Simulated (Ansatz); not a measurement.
Set up this calculation in Ansatz 0.2.0, as the native input.

| Quantity | Value |
| --- | --- |
| Task | relaxation of cell and atoms |
| Functional | PBEsol |
| Potentials or basis | all-electron LAPW, scalar-relativistic |
| Basis error allowed | 0.001 eV/atom |
| k mesh | 11 × 11 × 11 |
| Occupations | fermi-dirac, width 0.05 eV |
| Spin | no spin polarisation |

The system is Sn.

```
Sn
1.0
    -1.72654    1.77555    2.33834
     1.72654   -1.77555    2.33834
     1.72654    1.77555   -2.33834
Sn
1
Direct
  0.00000 0.00000 0.00000
```

This isn't the form of Sn at room conditions, which is tetragonal (white tin).

The input as run:

input.yaml

```yaml
crystal:
  lattice:
    - [-1.726539, 1.775547, 2.338342]
    - [1.726539, -1.775547, 2.338342]
    - [1.726539, 1.775547, -2.338342]
  atoms:
    - { symbol: Sn, position: [0.0, 0.0, 0.0] }
kpoints:
  mp_grid: { grid: [11, 11, 11] }
scf:
  occupations: { method: fermi_dirac, width: 0.05 }
hamiltonian:
  xc: pbesol
  pseudopotentials: { kind: all_electron, lapw: { basis_error: 0.001 } }
output:
  forces: true
  stress: true
relax:
  f_tol: 0.01
  max_steps: 60
  cell: {}
```

Potentials or basis: all-electron LAPW, scalar-relativistic.

Launch:

```console
$ ansatz run input.yaml --threads 1 --pin off --max-ram 3072MiB --backend cpu --events-out ev --progress --plain --runs-dir out
```

It gave:

| Quantity | Value |
| --- | --- |
| Relaxed volume | 26.57 Å³/atom |
| Relaxed cell | a = 3.328 Å, b = 3.328 Å, c = 3.328 Å, α = 118.66°, β = 118.66°, γ = 92.34° |
| Space group after relaxing (to 0.05 Å) | I4/mmm (No. 139) |
| Energy gained by relaxing | 28.2 meV/atom |
| Ionic steps | 6 |
| Pressure after relaxing | 0.0 GPa |

Run time: 48 s on 1 thread of Arm Neoverse V2, with other jobs on the host, peak memory 0.36 GiB.
